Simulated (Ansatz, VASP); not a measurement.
## Two plane-wave programs on Sn

INCAR

```
ALGO = Normal ; EDIFF = 1E-6
ENCUT = 520 ; GGA = RP
ISIF = 2 ; ISMEAR = -1
LASPH = T ; LCHARG = F
LREAL = F ; LWAVE = F
NBANDS = 13 ; NELM = 60
PREC = Accurate ; SIGMA = 0.1
```

The input KPOINTS:

```
k-points
0
Gamma
  13 13 13
```

Contents of POSCAR:

```
Sn
1.0
   -1.8420751111      1.8420751111      1.8420751111
    1.8420751111     -1.8420751111      1.8420751111
    1.8420751111      1.8420751111     -1.8420751111
Sn
1
Direct
    0.0000000000      0.0000000000      0.0000000000
```

Input for Ansatz:

```yaml
crystal:
  lattice:
    - [-1.8420751111, 1.8420751111, 1.8420751111]
    - [1.8420751111, -1.8420751111, 1.8420751111]
    - [1.8420751111, 1.8420751111, -1.8420751111]
  atoms:
    - { symbol: Sn, position: [0.0, 0.0, 0.0] }
hamiltonian:
  xc: rpbe
  pseudopotentials:
    kind: paw
    azcp:
      Sn: "pseudopotentials/Sn.paw.azcp"
basis:
  ecutwfc: 420
  fft_grid_basis: typed
kpoints:
  mp_grid: { grid: [13, 13, 13], shift: [0, 0, 0] }
magnetization:
  spin_polarized: false
scf:
  occupations: { method: fermi_dirac, width: 0.1 }
  lower_state_search: "off"
output:
  stress: true
```

Alike in both runs: task single point; functional RPBE; k mesh 13 × 13 × 13; occupations fermi-dirac, width 0.1 eV; no spin polarisation.

|  | VASP | Ansatz |
| --- | --- | --- |
| version | VASP 6.6.1 | Ansatz 0.2.0 |
| potentials or method | VASP PAW PBE potentials, release 64 (Sn_d) | plane waves (420 eV) with PAW, scalar-relativistic |
| plane-wave cutoff (eV) | 520 | 420 |
| valence electrons in the cell | 14 | 14 |

```tsv
	VASP	Ansatz	Ansatz less VASP
pressure (GPa)	7.8	7.8	0.00
```

With one functional, cell and mesh, what is left measures potentials, basis and numerics.

Caveats: the PAW data sets were made with another functional, which shifts forces and pressure a little (VASP).
